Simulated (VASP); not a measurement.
# Ti2C: single point with LDA

The system is Ti2C.

```
Ti C
1.0
     1.54070    0.88952    4.81377
    -1.54070    0.88952    4.81377
     0.00000   -1.77905    4.81377
Ti C
2 1
Direct
  0.75450 0.75450 0.75450
  0.24550 0.24550 0.24550
  0.50000 0.50000 0.50000
```

The cell comes from a database or a generator and needn't be the stable form of this composition.

```
Program                : VASP 6.6.1
Task                   : single point
Functional             : LDA
Potentials or basis    : VASP PAW LDA potentials, release 64 (Ti_sv, C)
Cutoff                 : 900 eV
k mesh                 : 7 × 7 × 7
Occupations            : gaussian, width 0.02 eV
Spin                   : no spin polarisation
Further INCAR settings : ADDGRID = False; ALGO = Normal; EDIFF = 1e-08
```

| Property | Result |
| --- | --- |
| Pressure | -8.9 GPa |
| Largest force | 0.308 eV/Å |
| Band gap on the k mesh | none (metal or under the smearing width) |

Forces in eV/Å, atoms in the order of the input:
```
Ti   0.000  0.000  0.308
Ti   0.000  0.000 -0.308
C    0.000  0.000  0.000
```

Stress tensor (GPa, compression positive):
```
-9.28  0.00  0.00
 0.00 -9.28  0.00
 0.00  0.00 -8.08
```

Levels at points of the mesh, in eV from the Fermi level:
```
           k point  band 12  band 13  band 14  band 15  band 16  band 17
(0.00, 0.00, 0.00)    -2.55    -1.92     0.45     0.45     0.96     1.90
```

Run time: 2.2 min on 1 thread of AMD EPYC 9R14 (Zen 4), with other jobs on the host, peak memory 0.27 GiB.
